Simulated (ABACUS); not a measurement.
Crystal: Nb.

```
Nb
1.0
    -1.66395    1.66395    1.66395
     1.66395   -1.66395    1.66395
     1.66395    1.66395   -1.66395
Nb
1
Cartesian
  0.0000 0.0000 0.0000
```

| Property | Result |
| --- | --- |
| Program | ABACUS 3.10.1 |
| Task | relaxation of cell and atoms |
| Functional | SCAN |
| Potentials or basis | SG15 ONCV 1.2 PBE |
| Cutoff | 1293 eV |
| Density cutoff | 5170 eV |
| Basis | plane waves |
| k mesh | 7 × 7 × 7 |
| Occupations | fermi-dirac, width 0.05 eV |
| Spin | no spin polarisation |

At the start: pressure -4.5 GPa; volume 18.43 Å³/atom.

Task: Where does the relaxation end?

Result: Over 3 steps the energy falls by 6.6 meV/atom and the volume is 17.94 Å³/atom (-2.7 %); space group Im-3m (No. 229, to 0.05 Å).

The path:
```csv
step,energy change (eV),largest force (eV/Å),pressure (GPa),volume (Å³)
1,0.0000,0.0000,-4.48,18.43
2,-0.0064,0.0000,-0.83,18.03
3,-0.0066,0.0000,0.03,17.94
```

Final structure:
```yaml
crystal:
  lattice:
    - [-1.64905, 1.64905, 1.64905]
    - [1.64905, -1.64905, 1.64905]
    - [1.64905, 1.64905, -1.64905]
  atoms:
    - { symbol: Nb, position: [0.00000, 0.00000, 0.00000] }
```

Caveat: the k mesh is coarse (spacing up to 0.38 Å⁻¹), so the values aren't converged; the potentials were made for another functional, which shifts forces and pressure.
